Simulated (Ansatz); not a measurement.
**ScAl3 (Pm-3m), stationary points along a deformation path**

These are results of DFT PBEsol, scalar-relativistic, plane waves, PAW (Ansatz 0.2.0), not measurements. The runs took a 420 eV cutoff, a Γ-centred 14×14×14 mesh and Gaussian smearing (0.15 eV). No spin polarisation. Energies are free energies at this smearing, counted from the undisturbed cell; pressure is positive in compression.

The starting cell (relaxed at this level; it needn't be the usual structure):

```
CELL_PARAMETERS angstrom
4.07130 0.00000 0.00000
0.00000 4.07130 0.00000
0.00000 0.00000 4.07130
ATOMIC_POSITIONS crystal
Sc 0.00000 0.00000 0.00000
Al 0.50000 0.00000 0.50000
Al 0.00000 0.50000 0.50000
Al 0.50000 0.50000 0.00000
```

At fixed volume and fractional coordinates, lengths along (0.577, 0.577, 0.577) are scaled against those across it; ρ is that ratio over its starting value. V = 16.871 Å³/atom. Δσ is the stress along the axis less the mean stress across it (compression positive).

| ρ | ΔE (meV/atom) | Δσ (GPa) | space group |
| --- | --- | --- | --- |
| 0.500 | 1143.6 | 0.00 | Im-3m |
| 0.600 | 950.0 | 28.82 | R-3m |
| 0.710 | 552.0 | 36.07 | R-3m |
| 0.850 | 138.8 | 23.87 | R-3m |
| 0.930 | 28.3 | 11.06 | R-3m |
| 1.000 | 0.0 | 0.00 | Pm-3m |
| 1.080 | 32.7 | -12.16 | R-3m |
| 1.200 | 184.2 | -28.98 | R-3m |
| 1.410 | 660.5 | -55.70 | R-3m |
| 1.700 | 1597.7 | -87.20 | R-3m |
| 2.000 | 2744.0 | -113.76 | R-3m |

Problem. How does the stress give the slope of the energy, and where is the energy stationary?

Solution. Along the path d ln(length) is 2/3 d ln ρ on the axis and −1/3 d ln ρ across it, so dE/d ln ρ = −(2/3) V Δσ: the energy falls with ρ where Δσ is positive. Δσ vanishes or changes sign at ρ = 0.500 (Im-3m, an end of the scan), at 1143.6 meV/atom; at ρ = 1.000 (Pm-3m), a minimum at 0.0 meV/atom. Pairs of stationary points between two samples would go unseen, and could change a minimum read from distant neighbours into a maximum. At ρ = 0.500, 1.000 the cell is cubic, where symmetry alone makes the stress isotropic and the slope zero.

Problem. Which shear constant sets the curvature at ρ = 1?

Solution. For a cubic crystal E/V = (2/3) C (ln ρ)² with C = C44, so Δσ = −2C ln ρ. The parabola of Δσ against ln ρ through ρ = 0.930, 1 and 1.080 gives C ≈ 78 GPa with the ions clamped, rough because the steps are large.

In a metal these slopes depend on the k mesh and the smearing.

Cost: 11 runs of about 2 core-minutes in all, on Arm Neoverse V2 (shared hosts).